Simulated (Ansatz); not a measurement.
TePb: equation of state with revPBE-LDA

Crystal: TePb.

```
Pb Te
1.0
     0.00000    3.23100    3.23100
     3.23100    0.00000    3.23100
     3.23100    3.23100    0.00000
Pb Te
1 1
Cartesian
  0.0000 0.0000 0.0000
  3.2310 3.2310 3.2310
```

- Program: Ansatz 0.2.0
- Task: equation of state
- Functional: revPBE-LDA
- Potentials or basis: all-electron LAPW, scalar-relativistic
- Basis error allowed: 0.001 eV/atom
- k mesh: 7 × 7 × 7
- Occupations: fixed
- Spin: no spin polarisation

```json
{"Equilibrium volume": "outside the volumes run"}
```

Energy against volume, from the lowest point:
```csv
volume (Å³/atom),energy (meV/atom)
31.706,214.22
32.380,165.08
33.055,122.03
33.730,84.47
34.404,51.91
35.079,23.89
35.753,0.00
```

All runs of the series together: 51 s on 1 thread of Intel(R) Xeon(R) Platinum 8488C (Sapphire Rapids), on a shared host.

 The run has no spin-orbit coupling, so splittings on Pb, Te are missing.
